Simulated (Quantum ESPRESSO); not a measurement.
# GaN (F-43m) in Quantum ESPRESSO: notebook, part 2 of 2

Quantum ESPRESSO 7.5. The steps go on from the part before.

## 10. Band structure, BP86

Input file pw.in:

```
&CONTROL
  calculation = 'scf'
  prefix = 'pwscf'
  outdir = './tmp'
  pseudo_dir = './pseudo'
  tprnfor = .true.
  tstress = .true.
  disk_io = 'low'
/
&SYSTEM
  ibrav = 0
  nat = 2
  ntyp = 2
  ecutwfc = 84
  nbnd = 15
  input_dft = 'bp'
  occupations = 'smearing'
  smearing = 'fd'
  degauss = 0.00367493
/
&ELECTRONS
  conv_thr = 4d-10
  electron_maxstep = 120
  mixing_beta = 0.5
/
ATOMIC_SPECIES
Ga    69.7230 Ga.upf
N     14.0070 N.upf
CELL_PARAMETERS bohr
   0.0000000000    4.2584989699    4.2584989699
   4.2584989699    0.0000000000    4.2584989699
   4.2584989699    4.2584989699    0.0000000000
ATOMIC_POSITIONS bohr
Ga     0.0000000000    0.0000000000    0.0000000000
N      2.1292494849    2.1292494849    2.1292494849
K_POINTS automatic
10 10 10 0 0 0
```

Input file bands.in:

```
&CONTROL
  calculation = 'bands'
  prefix = 'pwscf'
  outdir = './tmp'
  pseudo_dir = './pseudo'
  disk_io = 'low'
  verbosity = 'high'
/
&SYSTEM
  ibrav = 0
  nat = 2
  ntyp = 2
  ecutwfc = 84
  nbnd = 15
  input_dft = 'bp'
  occupations = 'smearing'
  smearing = 'fd'
  degauss = 0.00367493
/
&ELECTRONS
  conv_thr = 1d-08
  electron_maxstep = 120
  mixing_beta = 0.5
  diago_full_acc = .true.
/
ATOMIC_SPECIES
Ga    69.7230 Ga.upf
N     14.0070 N.upf
CELL_PARAMETERS bohr
   0.0000000000    4.2584989699    4.2584989699
   4.2584989699    0.0000000000    4.2584989699
   4.2584989699    4.2584989699    0.0000000000
ATOMIC_POSITIONS bohr
Ga     0.0000000000    0.0000000000    0.0000000000
N      2.1292494849    2.1292494849    2.1292494849
K_POINTS crystal
60
 0.0000000000  0.0000000000  0.0000000000 1
 0.0625000000  0.0000000000  0.0625000000 1
 0.1250000000  0.0000000000  0.1250000000 1
 0.1875000000  0.0000000000  0.1875000000 1
 0.2500000000  0.0000000000  0.2500000000 1
 0.3125000000  0.0000000000  0.3125000000 1
 0.3750000000  0.0000000000  0.3750000000 1
 0.4375000000  0.0000000000  0.4375000000 1
 0.5000000000  0.0000000000  0.5000000000 1
 0.5000000000  0.0625000000  0.5625000000 1
 0.5000000000  0.1250000000  0.6250000000 1
 0.5000000000  0.1875000000  0.6875000000 1
 0.5000000000  0.2500000000  0.7500000000 1
 0.4375000000  0.3125000000  0.7500000000 1
 0.3750000000  0.3750000000  0.7500000000 1
 0.3375000000  0.3375000000  0.6750000000 1
 0.3000000000  0.3000000000  0.6000000000 1
 0.2625000000  0.2625000000  0.5250000000 1
 0.2250000000  0.2250000000  0.4500000000 1
 0.1875000000  0.1875000000  0.3750000000 1
 0.1500000000  0.1500000000  0.3000000000 1
 0.1125000000  0.1125000000  0.2250000000 1
 0.0750000000  0.0750000000  0.1500000000 1
 0.0375000000  0.0375000000  0.0750000000 1
 0.0000000000  0.0000000000  0.0000000000 1
 0.0625000000  0.0625000000  0.0625000000 1
 0.1250000000  0.1250000000  0.1250000000 1
 0.1875000000  0.1875000000  0.1875000000 1
 0.2500000000  0.2500000000  0.2500000000 1
 0.3125000000  0.3125000000  0.3125000000 1
 0.3750000000  0.3750000000  0.3750000000 1
 0.4375000000  0.4375000000  0.4375000000 1
 0.5000000000  0.5000000000  0.5000000000 1
 0.5250000000  0.4500000000  0.5250000000 1
 0.5500000000  0.4000000000  0.5500000000 1
 0.5750000000  0.3500000000  0.5750000000 1
 0.6000000000  0.3000000000  0.6000000000 1
 0.6250000000  0.2500000000  0.6250000000 1
 0.5833333333  0.2500000000  0.6666666667 1
 0.5416666667  0.2500000000  0.7083333333 1
 0.5000000000  0.2500000000  0.7500000000 1
 0.5000000000  0.2857142857  0.7142857143 1
 0.5000000000  0.3214285714  0.6785714286 1
 0.5000000000  0.3571428571  0.6428571429 1
 0.5000000000  0.3928571429  0.6071428571 1
 0.5000000000  0.4285714286  0.5714285714 1
 0.5000000000  0.4642857143  0.5357142857 1
 0.5000000000  0.5000000000  0.5000000000 1
 0.4821428571  0.4821428571  0.5357142857 1
 0.4642857143  0.4642857143  0.5714285714 1
 0.4464285714  0.4464285714  0.6071428571 1
 0.4285714286  0.4285714286  0.6428571429 1
 0.4107142857  0.4107142857  0.6785714286 1
 0.3928571429  0.3928571429  0.7142857143 1
 0.3750000000  0.3750000000  0.7500000000 1
 0.6250000000  0.2500000000  0.6250000000 1
 0.5937500000  0.1875000000  0.5937500000 1
 0.5625000000  0.1250000000  0.5625000000 1
 0.5312500000  0.0625000000  0.5312500000 1
 0.5000000000  0.0000000000  0.5000000000 1
```

Potentials or basis: PseudoDojo 0.4.1 SR PBE standard.

Started as:

```console
$ OMP_NUM_THREADS=1 pw.x -in pw.in > pw.out
$ OMP_NUM_THREADS=1 pw.x -in bands.in > bands.out
```

pw.out:

```text
This program is part of the open-source Quantum ESPRESSO suite
     for quantum simulation of materials; please cite
         "P. Giannozzi et al., J. Phys.:Condens. Matter 21 395502 (2009);
         "P. Giannozzi et al., J. Phys.:Condens. Matter 29 465901 (2017);
         "P. Giannozzi et al., J. Chem. Phys. 152 154105 (2020);
     in publications or presentations arising from this work. More details at

     IMPORTANT: XC functional enforced from input :
     Exchange-correlation= BP
                           (   1   1   1   1   0   0   0)
     Any further DFT definition will be discarded
     Please, verify this is what you really want

     Message from routine setup:
     using ibrav=0 with symmetry is DISCOURAGED, use correct ibrav instead

     G-vector sticks info
     --------------------
     sticks:   dense  smooth     PW     G-vecs:    dense   smooth      PW
     Sum         847     847    253                16145    16145    2733

     Using Slab Decomposition

     bravais-lattice index     =            0
     lattice parameter (alat)  =       6.0224  a.u.
     unit-cell volume          =     154.4542 (a.u.)^3
     number of atoms/cell      =            2
     number of atomic types    =            2
     number of electrons       =        18.00
     number of Kohn-Sham states=           15
     kinetic-energy cutoff     =      84.0000  Ry
     charge density cutoff     =     336.0000  Ry
     scf convergence threshold =      4.0E-10
     mixing beta               =       0.5000
     number of iterations used =            8  plain     mixing
     Exchange-correlation= BP
                           (   1   1   1   1   0   0   0)

     celldm(1)=   6.022427  celldm(2)=   0.000000  celldm(3)=   0.000000
     celldm(4)=   0.000000  celldm(5)=   0.000000  celldm(6)=   0.000000

     crystal axes: (cart. coord. in units of alat)
               a(1) = (   0.000000   0.707107   0.707107 )
               a(2) = (   0.707107   0.000000   0.707107 )
               a(3) = (   0.707107   0.707107   0.000000 )

     reciprocal axes: (cart. coord. in units 2 pi/alat)
               b(1) = ( -0.707107  0.707107  0.707107 )
               b(2) = (  0.707107 -0.707107  0.707107 )
               b(3) = (  0.707107  0.707107 -0.707107 )

     PseudoPot. # 1 for Ga read from file:
     Ga.upf
     Pseudo is Norm-conserving + core correction, Zval = 13.0
     Generated using ONCVPSP code by D. R. Hamann
[... 29 lines left out ...]

     number of k points=    47  Fermi-Dirac smearing, width (Ry)=  0.0037
                       cart. coord. in units 2pi/alat
        k(    1) = (   0.0000000   0.0000000   0.0000000), wk =   0.0020000
        k(    2) = (   0.0707107   0.0707107  -0.0707107), wk =   0.0160000
        k(    3) = (   0.1414214   0.1414214  -0.1414214), wk =   0.0160000
        k(    4) = (   0.2121320   0.2121320  -0.2121320), wk =   0.0160000
        k(    5) = (   0.2828427   0.2828427  -0.2828427), wk =   0.0160000
        k(    6) = (  -0.3535534  -0.3535534   0.3535534), wk =   0.0080000
[... 39 lines left out ...]
        k(   46) = (  -0.0707107  -0.3535534   0.6363961), wk =   0.0480000
        k(   47) = (  -0.7071068   0.2828427   0.0000000), wk =   0.0240000

     Dense  grid:    16145 G-vectors     FFT dimensions: (  36,  36,  36)

     Initial potential from superposition of free atoms

     starting charge      17.9973, renormalised to      18.0000
     Starting wfcs are   13 randomized atomic wfcs +    2 random wfcs

     Self-consistent Calculation

     iteration #  1     ecut=    84.00 Ry     beta= 0.50
     Davidson diagonalization with overlap
     ethr =  1.00E-02,  avg # of iterations =  5.1

     total energy              =    -173.82800033 Ry
     estimated scf accuracy    <       0.52427300 Ry
[... 8 lines left out ...]
     iteration #  3     ecut=    84.00 Ry     beta= 0.50
     Davidson diagonalization with overlap
     ethr =  5.79E-04,  avg # of iterations =  1.9

     negative rho (up, down):  3.760E-07 0.000E+00

     total energy              =    -173.99999585 Ry
     estimated scf accuracy    <       0.00322051 Ry

     iteration #  4     ecut=    84.00 Ry     beta= 0.50
     Davidson diagonalization with overlap
     ethr =  1.79E-05,  avg # of iterations =  4.3
[... 32 lines left out ...]
     iteration #  9     ecut=    84.00 Ry     beta= 0.50
     Davidson diagonalization with overlap
     ethr =  2.02E-10,  avg # of iterations =  2.1

     End of self-consistent calculation

          k = 0.0000 0.0000 0.0000 (  1989 PWs)   bands (ev):

    -5.3939  -3.0706  -3.0706  -3.0706  -2.7625  -2.7625  10.5079  10.5079
    10.5079  12.2764  20.8301  20.8301  20.8301  28.1494  29.3904

          k = 0.0707 0.0707-0.0707 (  2004 PWs)   bands (ev):
[... 146 lines left out ...]
    -4.4009  -2.9893  -2.7734  -2.7734  -2.6875  -1.0015   4.3812   7.8153
     7.8153  13.9431  17.1806  22.2459  24.4441  24.4441  32.2545

          k = 0.2828 0.1414 0.0000 (  2001 PWs)   bands (ev):

    -4.8331  -2.9957  -2.9804  -2.8427  -2.7468  -2.6255   7.1486   9.0418
     9.8307  15.1342  18.7863  20.9346  21.8512  24.4966  28.9039

          k = 0.3536 0.2121-0.0707 (  2005 PWs)   bands (ev):
[... 71 lines left out ...]
    -4.3969  -2.9344  -2.8892  -2.7621  -2.7349  -0.7501   4.7545   6.9326
     6.9710  16.4049  18.6787  21.2501  21.7652  25.5193  30.3636

     the Fermi energy is    11.4222 ev

!    total energy              =    -174.00029697 Ry
     estimated scf accuracy    <          1.2E-10 Ry
     smearing contrib. (-TS)   =      -0.00000000 Ry
     internal energy E=F+TS    =    -174.00029697 Ry

     The total energy is F=E-TS. E is the sum of the following terms:
     one-electron contribution =     -52.62432038 Ry
     hartree contribution      =      43.66765039 Ry
     xc contribution           =     -48.36930987 Ry
     ewald contribution        =    -116.67431711 Ry

     convergence has been achieved in   9 iterations

     Forces acting on atoms (cartesian axes, Ry/au):

     atom    1 type  1   force =     0.00000000    0.00000000    0.00000000
     atom    2 type  2   force =     0.00000000   -0.00000000   -0.00000000

     Total force =     0.000000     Total SCF correction =     0.000000

     Computing stress (Cartesian axis) and pressure

          total   stress  (Ry/bohr**3)                   (kbar)     P=       57.92
   0.00039370  -0.00000000  -0.00000000           57.92       -0.00       -0.00
  -0.00000000   0.00039370  -0.00000000           -0.00       57.92       -0.00
  -0.00000000  -0.00000000   0.00039370           -0.00       -0.00       57.92

=------------------------------------------------------------------------------=
   JOB DONE.
=------------------------------------------------------------------------------=
```

Wall time 37 s (1 thread of Arm Neoverse V1, shared host); peak memory 0.09 GiB.

What came out:

| Item | Value |
| --- | --- |
| Free energy | -2367.3946 eV |
| Pressure | 5.8 GPa |
| Band gap on the k mesh | 1.77 eV, direct |
| Band gap along the path | 1.77 eV, direct |

Levels at the corners of the path, in eV from the valence-band top:
```csv
point,band 6,band 7,band 8,band 9,band 10,band 11,band 12,band 13
Γ,-13.27,0.00,0.00,0.00,1.77,10.32,10.32,10.32
X,-11.51,-6.13,-2.69,-2.69,3.44,6.67,11.74,13.94
W,-11.23,-5.70,-3.68,-3.61,6.29,8.35,10.29,11.18
K,-11.35,-5.87,-4.23,-2.16,5.07,7.85,11.10,12.84
Γ,-13.27,0.00,0.00,0.00,1.77,10.32,10.32,10.32
L,-11.96,-7.02,-0.97,-0.97,4.66,8.78,10.39,10.39
U,-11.35,-5.87,-4.23,-2.16,5.07,7.85,11.10,12.84
W,-11.23,-5.70,-3.68,-3.61,6.29,8.35,10.29,11.18
L,-11.96,-7.02,-0.97,-0.97,4.66,8.78,10.39,10.39
K,-11.35,-5.87,-4.23,-2.16,5.07,7.85,11.10,12.84
U,-11.35,-5.87,-4.23,-2.16,5.07,7.85,11.10,12.84
X,-11.51,-6.13,-2.69,-2.69,3.44,6.67,11.74,13.94
```

Caveat: the potentials were made for another functional, which shifts forces and pressure.

## 11. How close it comes

Step 10. Measured gap of GaN: 3.299 eV (direct; 0 K; a printed reference work, textbook). This calculation gives 1.77 eV (-1.53 eV). Spin-orbit coupling on Ga is left out. The value is that of BP86, without temperature or zero-point motion. The cell is a database's relaxed one, not the measured one, which moves gaps too.
